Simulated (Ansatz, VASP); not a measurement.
Zr in VASP and in Ansatz

INCAR

```
  PREC = Accurate
  ENCUT = 520
  EDIFF = 1E-6
  ISMEAR = -1
  SIGMA = 0.05
  LREAL = F
  LASPH = T
  NELM = 80
  ALGO = Fast
  ISIF = 2
  LWAVE = F
  LCHARG = F
  GGA = PE
  NBANDS = 19
```

File KPOINTS:

```
regular mesh
0
Gamma
  9 9 5
```

The input POSCAR:

```
Zr
1.0
    3.2103080712      0.0000000000      0.0000000000
   -1.6051540356      2.7802083436      0.0000000000
    0.0000000000      0.0000000000      5.1124553350
Zr
2
Direct
    0.6666666667      0.3333333333      0.7500000000
    0.3333333333      0.6666666667      0.2500000000
```

input.yaml

```yaml
crystal:
  lattice:
    - [3.2103080712, 0.0, 0.0]
    - [-1.6051540356, 2.7802083436, 0.0]
    - [0.0, 0.0, 5.112455335]
  atoms:
    - { symbol: Zr, position: [0.6666666667, 0.3333333333, 0.75] }
    - { symbol: Zr, position: [0.3333333333, 0.6666666667, 0.25] }
kpoints:
  mp_grid: { grid: [9, 9, 5] }
scf:
  occupations: { method: fermi_dirac, width: 0.05 }
hamiltonian:
  xc: pbe
  pseudopotentials: { kind: all_electron, lapw: { basis_error: 0.0005 } }
output:
  forces: true
  stress: true
  eigenvalues: true
```

Change from the starting cell: volume scaled by 0.98.

Alike in both runs: task single point; functional PBE; k mesh 9 × 9 × 5; occupations fermi-dirac, width 0.05 eV; no spin polarisation.

|  | VASP | Ansatz |
| --- | --- | --- |
| version | VASP 6.6.1 | Ansatz 0.2.0 |
| potentials or method | VASP PAW PBE potentials, release 64 (Zr_sv) | all-electron LAPW, scalar-relativistic |
| plane-wave cutoff (eV) | 520 | see its input |

```csv
,VASP,Ansatz,Ansatz less VASP
gap on the k mesh at the Fermi level (eV),none,none,-
pressure (GPa),2.5,2.5,+0.02
largest component of the traceless stress (GPa),0.71,0.71,+0.001
```

A gap of «none» marks a metal or a gap that the smearing closes. Ansatz ran all-electron here, so the differences hold the error of VASP's frozen core and of both bases.
